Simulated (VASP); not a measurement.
# AgCl (Chlorargyrite) (Fm-3m) in VASP: settings compared

One crystal, AgCl (Chlorargyrite), is run at these levels: PBE, LDA, r2SCAN; tasks: band structure.

Program: VASP 6.6.1. These are calculated values, not measurements. Logs are shortened: lines on timing, memory, paths and dates and some standing lists are left out, and cuts for length are marked.

**1. The structure**

Symmetry: Fm-3m, No. 225, cubic system. The conventional cell has a = 5.470 Å, b = 5.470 Å, c = 5.470 Å, α = 90.00°, β = 90.00°, γ = 90.00°. Around Ag (site symmetry m-3m) lie 6 Cl at 2.73 Å. Around Cl (site symmetry m-3m) lie 6 Ag at 2.73 Å.

**2. Band structure, PBE, spin-orbit coupling, no magnetisation**

INCAR reads:

```
SYSTEM = AgCl
ALGO = Normal
EDIFF = 1E-7
ENCUT = 520
GGA = PE
GGA_COMPAT = .False.
ISIF = 2
ISMEAR = 0
KPAR = 2
LASPH = .True.
LCHARG = .False.
LMAXMIX = 4
LORBIT = 11
LREAL = .False.
LSORBIT = .True.
LWAVE = .False.
MAGMOM = 0 0 0 0 0 0
NELM = 60
PREC = Accurate
SIGMA = 0.02
```

KPOINTS reads:

```
k-points
0
Gamma
  6 6 6
  0 0 0
```

POSCAR reads:

```
AgCl
1.0
    0.0000000000      2.7350000000      2.7350000000
    2.7350000000      0.0000000000      2.7350000000
    2.7350000000      2.7350000000      0.0000000000
Ag Cl
1 1
Direct
    0.0000000000      0.0000000000      0.0000000000
    0.5000000000      0.5000000000      0.5000000000
```

KPOINTS_OPT reads:

```
path GXWKGLUWLK,UX
15
line-mode
reciprocal
 0.0000000000  0.0000000000  0.0000000000  G
 0.5000000000  0.0000000000  0.5000000000  X

 0.5000000000  0.0000000000  0.5000000000  X
 0.5000000000  0.2500000000  0.7500000000  W

 0.5000000000  0.2500000000  0.7500000000  W
 0.3750000000  0.3750000000  0.7500000000  K

 0.3750000000  0.3750000000  0.7500000000  K
 0.0000000000  0.0000000000  0.0000000000  G

 0.0000000000  0.0000000000  0.0000000000  G
 0.5000000000  0.5000000000  0.5000000000  L

 0.5000000000  0.5000000000  0.5000000000  L
 0.6250000000  0.2500000000  0.6250000000  U

 0.6250000000  0.2500000000  0.6250000000  U
 0.5000000000  0.2500000000  0.7500000000  W

 0.5000000000  0.2500000000  0.7500000000  W
 0.5000000000  0.5000000000  0.5000000000  L

 0.5000000000  0.5000000000  0.5000000000  L
 0.3750000000  0.3750000000  0.7500000000  K

 0.6250000000  0.2500000000  0.6250000000  U
 0.5000000000  0.0000000000  0.5000000000  X
```

Potentials or basis: VASP PAW PBE potentials, release 64 (Ag, Cl).

Run with:

```
$ cat potpaw_PBE.64/Ag/POTCAR potpaw_PBE.64/Cl/POTCAR > POTCAR
$ mpirun -np 2 vasp_ncl > vasp.out
```

OUTCAR:

```text
SYSTEM = AgCl
   EDIFF = 1E-7
   ENCUT = 520
   GGA = PE
   ISIF = 2
   ISMEAR = 0
   LASPH = .True.
   LORBIT = 11
   LREAL = .False.
   LSORBIT = .True.
   NELM = 60
   PREC = Accurate

 ion  position               nearest neighbor table
   1  0.000  0.000  0.000-   2 2.73   2 2.73   2 2.73   2 2.73   2 2.73   2 2.73
   2  0.500  0.500  0.500-   1 2.73   1 2.73   1 2.73   1 2.73   1 2.73   1 2.73

  LATTYP: Found a face centered cubic cell.
 ALAT       =     5.4700000000

  Lattice vectors:

 A1 = (   0.0000000000,   2.7350000000,   2.7350000000)
 A2 = (   2.7350000000,   0.0000000000,   2.7350000000)
 A3 = (   2.7350000000,   2.7350000000,   0.0000000000)

Analysis of symmetry for initial positions (statically):
=====================================================================
 Subroutine PRICEL returns:
 Original cell was already a primitive cell.

 Routine SETGRP: Setting up the symmetry group for a
 face centered cubic supercell.

 Subroutine GETGRP returns: Found 48 space group operations
 (whereof 48 operations were pure point group operations)
 out of a pool of 48 trial point group operations.

The static configuration has the point symmetry O_h .

Analysis of symmetry for dynamics (positions and initial velocities):
=====================================================================
 Subroutine PRICEL returns:
 Original cell was already a primitive cell.

 Routine SETGRP: Setting up the symmetry group for a
 face centered cubic supercell.

 Subroutine GETGRP returns: Found 48 space group operations
 (whereof 48 operations were pure point group operations)
 out of a pool of 48 trial point group operations.

The dynamic configuration has the point symmetry O_h .

Analysis of structural, dynamic, and magnetic symmetry:
=====================================================================
 Subroutine PRICEL returns:
 Original cell was already a primitive cell.

 Routine SETGRP: Setting up the symmetry group for a
 face centered cubic supercell.

 Subroutine GETGRP returns: Found 48 space group operations
 (whereof 48 operations were pure point group operations)
 out of a pool of 48 trial point group operations.

The overall configuration has the point symmetry O_h .

 Subroutine INISYM returns: Found 48 space group operations
 (whereof 48 operations are pure point group operations),
 and found     1 'primitive' translations
[... 619 lines left out ...]
  in kB       37.5770554     37.5770554     37.5770554      0.0000000      0.0000000     -0.0000000
  external PRESSURE =      37.5770554 kB  Pullay stress =       0.0000000 kB

 VOLUME and BASIS-vectors are now :
 -----------------------------------------------------------------------------
  energy-cutoff  :      520.00
  volume of cell :       40.92
      direct lattice vectors                 reciprocal lattice vectors
     0.000000000  2.735000000  2.735000000    -0.182815356  0.182815356  0.182815356
     2.735000000  0.000000000  2.735000000     0.182815356 -0.182815356  0.182815356
     2.735000000  2.735000000  0.000000000     0.182815356  0.182815356 -0.182815356

 POSITION                                       TOTAL-FORCE (eV/Angst)
 -----------------------------------------------------------------------------------
      0.00000      0.00000      0.00000         0.000000      0.000000     -0.000000
      2.73500      2.73500      2.73500         0.000000      0.000000      0.000000
 -----------------------------------------------------------------------------------
    total drift:                                0.000000      0.000000      0.000000

  FREE ENERGIE OF THE ION-ELECTRON SYSTEM (eV)
  ---------------------------------------------------
  free  energy   TOTEN  =        -5.3857908315 eV

  energy  without entropy=       -5.3857908315  energy(sigma->0) =       -5.38579083

 Spin-Orbit-Coupling matrix elements

 Ion:    1  E_soc:     -0.0380798
 l=   1
     0.0000000    -0.0008985    -0.0008985
    -0.0008985     0.0000000    -0.0008985
    -0.0008985    -0.0008985     0.0000000
 l=   2
     0.0000000    -0.0011133     0.0000000    -0.0011133    -0.0043348
    -0.0011133     0.0000000    -0.0032511    -0.0011133    -0.0010837
     0.0000000    -0.0032511     0.0000000    -0.0032511     0.0000000
    -0.0011133    -0.0011133    -0.0032511     0.0000000    -0.0010837
    -0.0043348    -0.0010837     0.0000000    -0.0010837     0.0000000
 l=   3
     0.0000000     0.0000000     0.0000000     0.0000000     0.0000000     0.0000000     0.0000000
     0.0000000     0.0000000     0.0000000     0.0000000     0.0000000     0.0000000     0.0000000
     0.0000000     0.0000000     0.0000000     0.0000000     0.0000000     0.0000000     0.0000000
     0.0000000     0.0000000     0.0000000     0.0000000     0.0000000     0.0000000     0.0000000
     0.0000000     0.0000000     0.0000000     0.0000000     0.0000000     0.0000000     0.0000000
     0.0000000     0.0000000     0.0000000     0.0000000     0.0000000     0.0000000     0.0000000
     0.0000000     0.0000000     0.0000000     0.0000000     0.0000000     0.0000000     0.0000000

 Ion:    2  E_soc:     -0.0034368
 l=   1
     0.0000000    -0.0005728    -0.0005728
    -0.0005728     0.0000000    -0.0005728
    -0.0005728    -0.0005728     0.0000000
 l=   2
     0.0000000     0.0000000     0.0000000     0.0000000     0.0000000
     0.0000000     0.0000000     0.0000000     0.0000000     0.0000000
     0.0000000     0.0000000     0.0000000     0.0000000     0.0000000
     0.0000000     0.0000000     0.0000000     0.0000000     0.0000000
     0.0000000     0.0000000     0.0000000     0.0000000     0.0000000
 l=   3
     0.0000000     0.0000000     0.0000000     0.0000000     0.0000000     0.0000000     0.0000000
     0.0000000     0.0000000     0.0000000     0.0000000     0.0000000     0.0000000     0.0000000
     0.0000000     0.0000000     0.0000000     0.0000000     0.0000000     0.0000000     0.0000000
     0.0000000     0.0000000     0.0000000     0.0000000     0.0000000     0.0000000     0.0000000
     0.0000000     0.0000000     0.0000000     0.0000000     0.0000000     0.0000000     0.0000000
     0.0000000     0.0000000     0.0000000     0.0000000     0.0000000     0.0000000     0.0000000
     0.0000000     0.0000000     0.0000000     0.0000000     0.0000000     0.0000000     0.0000000

 total charge

# of ion       s       p       d       tot
------------------------------------------
    1        0.209   0.154   9.372   9.735
    2        1.604   3.482   0.000   5.086
--------------------------------------------------
tot          1.813   3.636   9.372  14.821

 magnetization (x)

# of ion       s       p       d       tot
------------------------------------------
    1        0.000  -0.000   0.000   0.000
    2       -0.000   0.000   0.000  -0.000
--------------------------------------------------
tot          0.000  -0.000   0.000   0.000

 magnetization (y)

# of ion       s       p       d       tot
------------------------------------------
    1        0.000   0.000   0.000   0.000
    2       -0.000   0.000   0.000  -0.000
--------------------------------------------------
tot         -0.000   0.000   0.000   0.000

 magnetization (z)

# of ion       s       p       d       tot
------------------------------------------
    1       -0.000  -0.000  -0.000  -0.000
    2       -0.000   0.000   0.000  -0.000
--------------------------------------------------
tot         -0.000  -0.000  -0.000  -0.000
```

OSZICAR:

```text
N       E                     dE             d eps       ncg     rms          rms(c)
DAV:   1     0.120922605349E+03    0.12092E+03   -0.87549E+03   832   0.127E+03
DAV:   2     0.873216709128E+00   -0.12005E+03   -0.11344E+03   972   0.289E+02
DAV:   3    -0.549398975841E+01   -0.63672E+01   -0.63305E+01   974   0.678E+01
DAV:   4    -0.556192783085E+01   -0.67938E-01   -0.67882E-01   928   0.763E+00
DAV:   5    -0.556298684611E+01   -0.10590E-02   -0.10589E-02   990   0.968E-01    0.728E+00
DAV:   6    -0.538864353319E+01    0.17434E+00   -0.30592E-01   926   0.804E+00    0.478E+00
DAV:   7    -0.538685668395E+01    0.17868E-02   -0.13969E-01   852   0.291E+00    0.215E+00
DAV:   8    -0.538562396954E+01    0.12327E-02   -0.51362E-03   916   0.897E-01    0.731E-01
DAV:   9    -0.538571719874E+01   -0.93229E-04   -0.11784E-03   880   0.348E-01    0.248E-01
DAV:  10    -0.538574952837E+01   -0.32330E-04   -0.80055E-05   936   0.114E-01    0.340E-02
[... 82 further cycles ...]
DAV:   8     0.598753745335E+02   -0.15887E-06      846
DAV:   9     0.598753745265E+02   -0.69528E-08      616
       N       E                     dE             ncg
DAV:   1     0.722315943417E+04   -0.32243E+04      320
DAV:   2     0.655981796676E+04   -0.66334E+03      368
DAV:   3     0.653091903380E+04   -0.28899E+02      394
DAV:   4     0.653063340353E+04   -0.28563E+00      378
DAV:   5     0.653062930435E+04   -0.40992E-02      392
DAV:   6     0.653062922059E+04   -0.83763E-04      362
DAV:   7     0.653062921862E+04   -0.19719E-05      392
DAV:   8     0.653062921857E+04   -0.48576E-07      320
```

Run time: 1.8 min. Hardware: 2 MPI ranks of Intel Xeon 6975P-C (Granite Rapids), shared host; peak memory 0.27 GiB.

What came out:

```yaml
Free_energy: -5.3858 eV
Pressure: 3.8 GPa
Valence_electrons_inside_the_program's_atomic_spheres: Ag 9.73; Cl 5.09
```

**3. Band structure, LDA, spin-orbit coupling, no magnetisation**

INCAR: that of step 2 with these lines changed.

```diff
@@ -4,3 +4,2 @@
 ENCUT = 520
-GGA = PE
 GGA_COMPAT = .False.
```

KPOINTS is that of step 2.

POSCAR is that of step 2.

KPOINTS_OPT is that of step 2.

Potentials or basis: VASP PAW LDA potentials, release 64 (Ag, Cl).

Run with:

```
$ cat potpaw_LDA.64/Ag/POTCAR potpaw_LDA.64/Cl/POTCAR > POTCAR
$ mpirun -np 2 vasp_ncl > vasp.out
```

It took 1.7 min on 2 MPI ranks of Intel Xeon 6975P-C (Granite Rapids), shared host; peak memory 0.24 GiB.

The run converged. Its results:

```yaml
Free_energy: -6.7834 eV
Pressure: -3.8 GPa
Valence_electrons_inside_the_program's_atomic_spheres: Ag 9.73; Cl 5.04
```

**4. Band structure, r2SCAN, spin-orbit coupling, no magnetisation**

INCAR: that of step 3 with these lines changed.

```diff
@@ -11,2 +11,3 @@
 LMAXMIX = 4
+LMIXTAU = .True.
 LORBIT = 11
@@ -16,2 +17,3 @@
 MAGMOM = 0 0 0 0 0 0
+METAGGA = R2SCAN
 NELM = 60
```

KPOINTS is that of step 3.

POSCAR is that of step 3.

KPOINTS_OPT is that of step 3.

Potentials or basis: VASP PAW PBE potentials, release 64 (Ag, Cl).

Run with:

```
$ cat potpaw_PBE.64/Ag/POTCAR potpaw_PBE.64/Cl/POTCAR > POTCAR
$ mpirun -np 2 vasp_ncl > vasp.out
```

Wall time 7.5 min (2 MPI ranks of Intel Xeon 6975P-C (Granite Rapids), shared host); peak memory 0.34 GiB.

It converged, with:

```yaml
Free_energy: -28.6505 eV
Pressure: 2.2 GPa
Valence_electrons_inside_the_program's_atomic_spheres: Ag 9.74; Cl 5.13
```

Caveat: the PAW data sets were made with another functional, which shifts forces and pressure a little.

**5. Overview**

| level | potentials or basis | pressure (GPa) |
| --- | --- | --- |
| PBE | VASP PAW PBE potentials, release 64 (Ag, Cl) | 3.8 |
| LDA | VASP PAW LDA potentials, release 64 (Ag, Cl) | -3.8 |
| r2SCAN | VASP PAW PBE potentials, release 64 (Ag, Cl) | 2.2 |

Alike in all rows: task band structure; spin SOC, no magnetisation; cell as given; k mesh 6 × 6 × 6; cutoff (eV) 520; smearing gaussian 0.02 eV.

Caveats: the PAW data sets were made with another functional, which shifts forces and pressure a little (some runs).

Absolute energies hang on the potentials; compare differences alone.
